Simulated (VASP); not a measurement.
Set up this calculation in VASP 6.6.1, as the native input.

| Item | Value |
| --- | --- |
| Task | relaxation of cell and atoms |
| Functional | LDA |
| Potentials or basis | VASP PAW LDA potentials, release 64 (Al, P) |
| Cutoff | 600 eV |
| k mesh | 8 × 8 × 8 |
| Occupations | gaussian, width 0.02 eV |
| Spin | no spin polarisation |
| Further INCAR settings | ALGO = Normal; EDIFF = 1e-07; IBRION = 2; EDIFFG = -0.005; NSW = 90; ISIF = 3 |

The structure of AlP lies in POSCAR:

```
AlP
1.0
    0.0000000000      2.7364837100      2.7364837100
    2.7364837100      0.0000000000      2.7364837100
    2.7364837100      2.7364837100      0.0000000000
Al P
1 1
Direct
    0.0000000000      0.0000000000      0.0000000000
    0.2500000000      0.2500000000      0.2500000000
```

The cell is a database's computed one.

These files were run (other wordings do the same):

INCAR

```
  ALGO = Normal
  EDIFF = 1E-7
  EDIFFG = -0.005
  ENCUT = 600
  IBRION = 2
  ISIF = 3
  ISMEAR = 0
  LASPH = True
  LCHARG = False
  LREAL = False
  LWAVE = False
  NELM = 80
  NSW = 90
  PREC = Accurate
  SIGMA = 0.02
```

KPOINTS

```
k-points
0
Gamma
  8 8 8
```

Potentials or basis: VASP PAW LDA potentials, release 64 (Al, P).

Command:

```sh
$ cat potpaw_LDA.64/Al/POTCAR potpaw_LDA.64/P/POTCAR > POTCAR
$ mpirun -np 1 vasp_std > vasp.out
```

It gave:

```yaml
Relaxed_volume: 20.07 Å³/atom
Relaxed_cell: a = 3.843 Å, b = 3.843 Å, c = 3.843 Å, α = 60.00°, β = 60.00°, γ = 60.00°
Space_group_after_relaxing_to_0.05_Å: F-43m (No. 216)
Energy_gained_by_relaxing: 2.4 meV/atom
Ionic_steps: 3
Pressure_after_relaxing: 0.0 GPa
Band_gap_on_the_k_mesh: 1.42 eV, indirect (least direct gap 3.24 eV)
```

Run time: 9.4 s on 1 thread of Intel(R) Xeon(R) 6975P-C (Granite Rapids), with other jobs on the host, peak memory 0.15 GiB.
